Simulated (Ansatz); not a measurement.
Runs of Ansatz 0.2.0 on CdS. Symmetry: Fm-3m, No. 225, cubic system. Conventional cell: a = 5.506 Å, b = 5.506 Å, c = 5.506 Å, α = 90.00°, β = 90.00°, γ = 90.00°. Around Cd (site symmetry m-3m) lie 6 S at 2.75 Å. Around S (site symmetry m-3m) lie 6 Cd at 2.75 Å. Measurements of this composition are mostly on another form, of space group No. 186.

```tsv
task	level	cell	k mesh	smearing	atoms under strain	gap on the mesh (eV)	pressure (GPa)	relaxed volume (Å³/atom)
single point	PBE	as given	8 × 8 × 8	gaussian 0.029 eV	-	0.26	-0.4	-
phonons	PBE	as given	6 × 6 × 6	fermi-dirac 0.05 eV	-	0.26	-	-
elastic constants	LDA	as given	6 × 6 × 6	fermi-dirac 0.05 eV	relaxed	none	-6.8	-
relaxation of cell and atoms	BLYP+D3(BJ)	relaxed	8 × 8 × 8	fermi-dirac 0.05 eV	-	0.17	0.0	20.18
relaxation of cell and atoms	BLYP+D4	relaxed	8 × 8 × 8	fermi-dirac 0.05 eV	-	(b)	0.0	(a)
single point	PBE	as given	8 × 8 × 8	gaussian 0.03 eV	-	0.26	-0.4	-
phonons	LDA	as given	6 × 6 × 6	fermi-dirac 0.05 eV	-	none	-	-
```

Alike in all rows: potentials or basis Ansatz PAW; no spin polarisation; cutoff (eV) 420.

Estimate the missing entries.

(a) 20.45; (b) 0.16.

Caveats: the PAW data sets come from PBE, with cores solved anew for the run's functional, which leaves a small shift of forces and pressure (some runs); the plane-wave basis is chosen anew once the cell has moved, so the energies of steps on either side of that aren't comparable (some runs); the cell is more than 3 GPa from zero pressure, which shifts response properties (some runs); elastic constants of metals need much finer meshes, so these are rough (some runs).

A k mesh can miss the band edges, and the runs leave out spin-orbit coupling on Cd.

A gap of «none» marks a metal or a gap under the smearing width.
